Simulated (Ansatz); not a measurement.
# InSe (P-6m2) in Ansatz: relaxation of cell and atoms with PBEsol

Aim: the relaxation of cell and atoms of InSe with PBEsol.

Everything below comes from runs of Ansatz 0.2.0. Logs are shortened: lines on timing, memory, paths and dates and some standing lists are left out, and cuts for length are marked.

## Step 1: The crystal as given

The structure is hexagonal, space group P-6m2 (No. 187). Conventional cell: a = 4.047 Å, b = 4.047 Å, c = 18.052 Å, α = 90.00°, β = 90.00°, γ = 120.00°. In (site symmetry 3m) has 3 Se at 2.65 Å and 1 In at 2.79 Å as nearest neighbours. In (site symmetry 3m) has 3 Se at 2.65 Å and 1 In at 2.79 Å as nearest neighbours. Around Se (site symmetry 3m) lie 3 In at 2.65 Å. Se (site symmetry 3m) is surrounded by 3 In at 2.65 Å.

Measurements of this composition are mostly on another form, of space group No. 160.

## Step 2: Relaxation of cell and atoms, PBEsol

Contents of input.yaml:

```yaml
crystal:
  lattice:
    - [4.0473293151, 0.0, 0.0]
    - [-2.0236646576, 3.5050900044, 0.0]
    - [0.0, 0.0, 18.05206491]
  atoms:
    - { symbol: In, position: [0.3333333333, 0.6666666667, 0.07739049] }
    - { symbol: In, position: [0.3333333333, 0.6666666667, 0.92260951] }
    - { symbol: In, position: [0.0, 0.0, 0.42260632] }
    - { symbol: In, position: [0.0, 0.0, 0.57739368] }
    - { symbol: Se, position: [0.3333333333, 0.6666666667, 0.35298428] }
    - { symbol: Se, position: [0.3333333333, 0.6666666667, 0.64701572] }
    - { symbol: Se, position: [0.6666666667, 0.3333333333, 0.14699993] }
    - { symbol: Se, position: [0.6666666667, 0.3333333333, 0.85300007] }
hamiltonian:
  xc: pbesol
  pseudopotentials: { kind: paw }
kpoints:
  mp_grid: { grid: [8, 8, 2] }
scf:
  occupations: { method: fermi_dirac, width: 0.05 }
output:
  forces: true
  stress: true
  eigenvalues: true
  write_density: true
  write_potential: true
  elf: true
  volumetric_format: npy
relax:
  f_tol: 0.01
  max_steps: 40
  cell: { stress_tol: 0.05 }
```

Potentials or basis: Ansatz PAW.

Launch:

```
$ ansatz run input.yaml --threads 4 --pin off --max-ram 11264MiB --backend cpu --events-out ev --progress --plain --runs-dir out
```

The program printed:

```text
Warning: RAYON_NUM_THREADS=4 ignored (pool sized by the plan → 4); use --threads N
Engine: ansatz 0.2.0, aarch64-unknown-linux-gnu
Pseudopotentials: kind: paw
Pseudopotential: In, paw, valence charge 13, recommended cutoff 420 eV (normal), In.paw.azcp
Pseudopotential: Se, paw, valence charge 16, recommended cutoff 420 eV (normal), Se.paw.azcp
Functional definition: PBEsol
  exchange = pbesol_x
  correlation = pbesol_c
Crystal: 8 atoms, lattice volume = 256.091 Å³
Basis set: ecut = 420 eV, 4981 PW (Γ), exchange–correlation on 60×60×250 points (8 copies of the dense FFT grid, shifted against one another)
Bands: 70, of which v1, the nominal top of the filled ones, is band 58 counted from 1 (57 counted from 0)
Symmetry: 12 space group operations
Space group: P-6m2 (ITA 187), of the structure as read, at distance tolerance 6.4e-5 Å
k-points: 20 of 128 (time reversal used)
Non-local potential: In, projectors of the file, l = 0: 2, l = 1: 2, l = 2: 2, l = 3: 2
Non-local potential: Se, projectors of the file, l = 0: 2, l = 1: 2, l = 2: 3, l = 3: 1
PAW form: soft (Blöchl's): semilocal exchange-correlation on the pseudo side does not see the compensation charge
PAW frozen core: In, regenerated for the run's functional, and the local potential with it (the file was generated under x = pbe(κ = 0.804, μ = 0.2195149727645171), c = pbe(β = 0.06672455060314922))
PAW frozen core: Se, regenerated for the run's functional, and the local potential with it (the file was generated under x = pbe(κ = 0.804, μ = 0.2195149727645171), c = pbe(β = 0.06672455060314922))
PAW one-centre angular grid: In, 590 points (default); XC on 64 Gauss nodes
PAW one-centre angular grid: Se, 590 points (default); XC on 64 Gauss nodes
Initial density: superposition of atomic densities (neutral atoms: chi_scale 0, normalization atom), corrected by the library's trained network
Initial wavefunctions: pseudopotential atomic-orbital guess
Functional: x = pbesol(κ = 0.804, μ = 0.12345679012345678), c = pbesol(β = 0.046)
SCF iter   1: F=—  HF=-43802.287495 eV  |F-HF|=—  |Δ(HF+E_count)|=         —  Δρ=4.15e-3  dr2=8.29e-2  ethr=1.77e-3  ⟨swp⟩=6.0  Hψ=5507  notcnv=0  defer=3
preconditioner: auto → Resta (q_TF=auto, 2.391 Å⁻¹)  ε∞=3.2  [insulator: Δε(μ)=0.630 eV  Ē_g=13.777 eV  σ=0.050 eV  W_gap=1.00  n_scr=66 (ndim 8)  ℏωp=20.2 eV  f_vac=0.164  D(μ)=0.00/eV (n_scr^D=0)  ε∞_Penn≈3.2]
SCF iter   2: F=—  HF=-43802.267787 eV  |F-HF|=—  |Δ(HF+E_count)|=   1.97e-2  Δρ=1.45e-3  dr2=6.00e-3  ethr=7.14e-5  ⟨swp⟩=2.7  Hψ=2268  notcnv=0  defer=108
SCF iter   3: F=—  HF=-43802.267078 eV  |F-HF|=—  |Δ(HF+E_count)|=   7.09e-4  Δρ=6.28e-4  dr2=1.31e-3  ethr=5.17e-6  ⟨swp⟩=2.0  Hψ=2017  notcnv=0  defer=108
SCF iter   4: F=—  HF=-43802.267233 eV  |F-HF|=—  |Δ(HF+E_count)|=   1.55e-4  Δρ=1.81e-4  dr2=1.20e-4  ethr=1.13e-6  ⟨swp⟩=2.0  Hψ=1586  notcnv=0  defer=108
SCF iter   5: F=—  HF=-43802.267307 eV  |F-HF|=—  |Δ(HF+E_count)|=   7.38e-5  Δρ=4.47e-5  dr2=6.00e-6  ethr=1.03e-7  ⟨swp⟩=2.0  Hψ=1618  notcnv=0  defer=108
SCF iter   6: F=—  HF=-43802.267289 eV  |F-HF|=—  |Δ(HF+E_count)|=   1.72e-5  Δρ=9.25e-6  dr2=2.87e-7  ethr=5.18e-9  ⟨swp⟩=2.0  Hψ=1999  notcnv=0  defer=108
SCF iter   7: F=-43802.267290 eV  HF=-43802.267290 eV  |F-HF|=4.12e-8  |Δ(HF+E_count)|=   5.17e-7  Δρ=2.77e-6  dr2=2.34e-8  ethr=8.62e-11  ⟨swp⟩=13.8  Hψ=10325  notcnv=0
SCF 1 converged in 7 iterations: F = -43802.267290 eV  dr2 = 2.34e-8
[... 112 lines left out ...]
relax step   9: F+E_penalty+E_count = -43802.31853352 eV  Δ(F+E_penalty+E_count) = +3.103e-3 eV  max|allowed force component| = 9.326e-4 eV/Å  Δτ_max = 0.0000 Å  P = -0.002 GPa  Ω = 234.681 Å³  stress off target by 2.72e-3 GPa  SCF on the basis re-selected at this cell (its energy is not comparable with the rows above)  (6 SCF iters)
basis re-selected at this cell: Δ(F+E_penalty+E_count) = +3.103e-3 eV, ΔP = -0.005 GPa vs the last step (what re-selecting the basis moved, of the pressure what is left beyond the Pulay correction that the steps carried, after the strain that the cell walked since its last selection, with what the two solves' SCF thresholds leave and, on support functions, any second-order correction that the steps lacked; it is no measure of the basis error at this ecutwfc). The dense FFT grid was sized anew with the basis: this SCF ran on 27×27×120 points, the steps before it on 30×30×125, so part of this shift can come from that change (see relax.cell in the input reference). This SCF's stress stands 2.72e-3 GPa from its target on what of the cell is left free (relax.cell.stress_tol is 5.00e-2 GPa) and its largest allowed force component is 9.33e-4 eV/Å (relax.f_tol is 1.00e-2 eV/Å): within both
SCF converged after 6 iterations
Free energy (F): -43802.318534 eV
Harris-Foulkes:  -43802.318534 eV  (|F-HF|=3.64e-11)
Internal energy: -43802.318285 eV  (E = F + TS)
E sigma→0 (E₀):  -43802.318409 eV
Entropy (-TS):   -0.000249 eV (-0.031 meV/atom)
Fermi energy:    7.278419 eV
--- Per-component energies (eV) ---
  E_band       = -1846.724887
  E_kinetic    = 1446.216064
  E_local      = -15854.219810  (includes V_loc(G=0)·N_el)
  E_nonlocal   = -896.882016
  E_hartree    = 7294.599367
  E_xc         = -1265.797376
  E_vxc        = -789.986011  (∫ρ·V_xc dr)
  E_paw        = -23808.206302  (= ΣΔE_a)
  E_vpaw       = -341.049887  (= ΣTr[D̂ρ^β])
  E_aug_tail   = -0.002312  (compensation charges beyond the density's cutoff)
  E_ewald      = -10723.003310
  E_core_change = 4.977412  (= ΣΔE_core)
  E_smearing   = -0.000249  (= −TS)
  E_closure    = 0.000000  (closes the sum)
  Σ components = -43802.318534   (vs F -43802.318534, Δ=0.00e0)
--- Forces (eV/Å), atoms counted from 1 ---
  atom   1  In     0.00000000    -0.00000000    -0.00039880
  atom   2  In     0.00000000    -0.00000000     0.00039880
  atom   3  In     0.00000000    -0.00000000     0.00036926
  atom   4  In     0.00000000    -0.00000000    -0.00036926
  atom   5  Se    -0.00000000     0.00000000     0.00093259
  atom   6  Se    -0.00000000     0.00000000    -0.00093259
  atom   7  Se    -0.00000000     0.00000000    -0.00091721
  atom   8  Se    -0.00000000     0.00000000     0.00091721
  max |Σ_I F_I| component: 2.31e-17 eV/Å
--- Stress (GPa, compression-positive) ---
       -0.002717      -0.000000       0.000000
        0.000000      -0.002717       0.000000
        0.000000       0.000000      -0.001433
  P = ⅓ Tr σ = -0.0023 GPa (-0.023 kbar)
--- Band table (eV; the first three rows and the last of 20) ---
  k-point 0: bands = ["-40.4152", "-40.4152", "-40.4152", "-40.4152", "-40.4130", "-40.4130", "-40.4130", "-40.4130", "-40.3877", "-40.3877", "-40.3877", "-40.3877", "-40.3852", "-40.3852", "-40.3852", "-40.3852", "-40.3774", "-40.3774", "-40.3748", "-40.3748", "-7.6677", "-7.6622", "-7.4686", "-7.4686", "-7.4629", "-7.4629", "-7.3786", "-7.3786", "-7.3729", "-7.3729", "-7.3691", "-7.3691", "-7.3634", "-7.3634", "-7.1854", "-7.1854", "-7.1825", "-7.1798", "-7.1798", "-7.1717", "-6.4411", "-6.2866", "-6.1978", "-6.0365", "0.7174", "1.0479", "2.7814", "3.6579", "5.5536", "5.7399", "5.7399", "5.8142", "5.8142", "5.8965", "5.8965", "5.9776", "5.9776", "7.0827", "7.4504", "8.7285", "9.0991", "9.1694", "11.3213", "11.3213", "11.4013", "11.4013", "12.3254", "12.5606", "12.5606", "12.6834"]
  k-point 1: bands = ["-40.4152", "-40.4152", "-40.4152", "-40.4152", "-40.4130", "-40.4130", "-40.4130", "-40.4130", "-40.3877", "-40.3877", "-40.3877", "-40.3877", "-40.3852", "-40.3852", "-40.3852", "-40.3852", "-40.3774", "-40.3774", "-40.3748", "-40.3748", "-7.6676", "-7.6622", "-7.4686", "-7.4686", "-7.4629", "-7.4629", "-7.3786", "-7.3786", "-7.3729", "-7.3729", "-7.3691", "-7.3691", "-7.3634", "-7.3634", "-7.1854", "-7.1854", "-7.1798", "-7.1798", "-7.1796", "-7.1748", "-6.3868", "-6.3860", "-6.0952", "-6.0940", "0.8619", "0.8647", "3.1863", "3.1918", "5.7664", "5.7664", "5.7700", "5.7700", "5.9440", "5.9440", "5.9478", "5.9478", "6.1594", "6.1909", "8.2241", "8.2823", "9.1489", "9.1661", "11.3568", "11.3568", "11.3628", "11.3628", "12.5412", "12.5883", "12.6190", "12.6190"]
  k-point 2: bands = ["-40.4152", "-40.4152", "-40.4151", "-40.4151", "-40.4130", "-40.4130", "-40.4130", "-40.4130", "-40.3877", "-40.3877", "-40.3877", "-40.3877", "-40.3852", "-40.3852", "-40.3852", "-40.3852", "-40.3774", "-40.3774", "-40.3747", "-40.3747", "-7.6687", "-7.6632", "-7.5273", "-7.5181", "-7.4665", "-7.4608", "-7.4529", "-7.4420", "-7.3737", "-7.3680", "-7.3673", "-7.3617", "-7.3608", "-7.3551", "-7.2236", "-7.2167", "-7.1868", "-7.1812", "-7.1167", "-7.1114", "-6.2661", "-6.1258", "-6.0384", "-5.8890", "0.8257", "1.0971", "2.8462", "3.3923", "4.7894", "4.9254", "5.0527", "5.4568", "5.5295", "5.6244", "5.7236", "5.8286", "5.9386", "6.9655", "8.3743", "9.0912", "9.7813", "9.8053", "10.6877", "10.7678", "11.4603", "11.5633", "11.8311", "12.1078", "12.6088", "12.8678"]
  k-point 19: bands = ["-40.4150", "-40.4150", "-40.4149", "-40.4149", "-40.4129", "-40.4129", "-40.4128", "-40.4128", "-40.3878", "-40.3878", "-40.3877", "-40.3877", "-40.3853", "-40.3853", "-40.3852", "-40.3852", "-40.3772", "-40.3772", "-40.3746", "-40.3746", "-7.7989", "-7.7938", "-7.7008", "-7.6959", "-7.6024", "-7.5969", "-7.4878", "-7.4821", "-7.3747", "-7.3690", "-7.3230", "-7.3173", "-7.3158", "-7.3101", "-7.2317", "-7.2261", "-7.2105", "-7.2049", "-7.0141", "-7.0088", "-4.9992", "-4.9970", "-4.9156", "-4.9134", "0.8037", "0.8131", "1.5621", "1.5795", "3.2206", "3.2454", "3.5587", "3.6068", "4.3590", "4.3788", "4.8660", "4.9295", "5.3579", "5.4845", "8.7963", "8.8699", "9.4372", "9.4381", "10.3675", "10.4585", "11.3342", "11.5681", "12.3330", "12.3896", "13.1244", "13.1868"]
--- Relaxed structure (8 steps of the walk, 7 accepted, 1 SCFs on fresh bases) ---
  F+E_penalty+E_count = -43802.31853352 eV   max|allowed force component| = 9.326e-4 eV/Å   (the final SCF, on the basis selected at the relaxed cell)
  cell:  # Å, volume = 234.6809 Å³
    - [4.008722892424851, 2.8592105618750248e-11, 0.0]
    - [-2.004361446237187, 3.471655861557857, 0.0]
    - [0.0, 0.0, 16.86301110791069]
  atoms:
    - { symbol: In, position: [0.33333333333333337, 0.6666666666666666, 0.08232395249810068] }
    - { symbol: In, position: [0.33333333333333337, 0.6666666666666666, 0.9176760475018995] }
    - { symbol: In, position: [-1.8503717076008887e-17, -3.238150488543893e-17, 0.41766971288093113] }
    - { symbol: In, position: [-1.8503717076008887e-17, -3.238150488543893e-17, 0.582330287119069] }
    - { symbol: Se, position: [0.33333333333333337, 0.6666666666666666, 0.34193464886263547] }
    - { symbol: Se, position: [0.33333333333333337, 0.6666666666666666, 0.6580653511373645] }
    - { symbol: Se, position: [0.6666666666666667, 0.33333333333333337, 0.1580707040784279] }
    - { symbol: Se, position: [0.6666666666666667, 0.33333333333333337, 0.8419292959215723] }
```

Wall time 80 s (4 threads of Arm Neoverse V2, shared host); peak memory 0.87 GiB.

What came out:

```yaml
Free_energy: -43802.3185 eV
Relaxed_volume: 29.34 Å³/atom
Relaxed_cell: a = 4.009 Å, b = 4.009 Å, c = 16.863 Å, α = 90.00°, β = 90.00°, γ = 120.00°
Space_group_after_relaxing_to_0.05_Å: P-6m2 (No. 187)
Energy_gained_by_relaxing: 6.4 meV/atom
Ionic_steps: 8
Pressure_after_relaxing: 0.0 GPa
Band_gap_on_the_k_mesh: 0.37 eV, direct
```

The path:
| step | energy change (eV) | largest force (eV/Å) | volume (Å³) |
| --- | --- | --- | --- |
| 1 | 0.0000 | 0.0609 | 256.09 |
| 2 | -0.0165 | 0.2263 | 241.82 |
| 3 | -0.0355 | 0.0083 | 243.81 |
| 4 | -0.0464 | 0.0284 | 240.48 |
| 5 | -0.0530 | 0.0028 | 236.94 |
| 6 | -0.0542 | 0.0052 | 233.80 |
| 7 | -0.0543 | 0.0011 | 234.68 |
| 8 | -0.0512 | 0.0009 | 234.68 |

Final structure:
```
In Se
1.0
     4.00872    0.00000    0.00000
    -2.00436    3.47166    0.00000
     0.00000    0.00000   16.86301
In Se
4 4
Cartesian
  0.0000 2.3144 1.3882
  0.0000 2.3144 15.4748
  0.0000 0.0000 7.0432
  0.0000 0.0000 9.8198
  0.0000 2.3144 5.7660
  0.0000 2.3144 11.0970
  2.0044 1.1572 2.6655
  2.0044 1.1572 14.1975
```

Caveat: the plane-wave basis is chosen anew once the cell has moved, so the energies of steps on either side of that aren't comparable; spin-orbit coupling is left out, which moves the levels of the heavy elements; this functional lacks dispersion, which binds the layers, so the pressure and a relaxed spacing across them are unreliable; the PAW data sets come from PBE, with cores solved anew for the run's functional, which leaves a small shift of forces and pressure. PBEsol gaps usually lie below the measured ones, often by a third to a half.
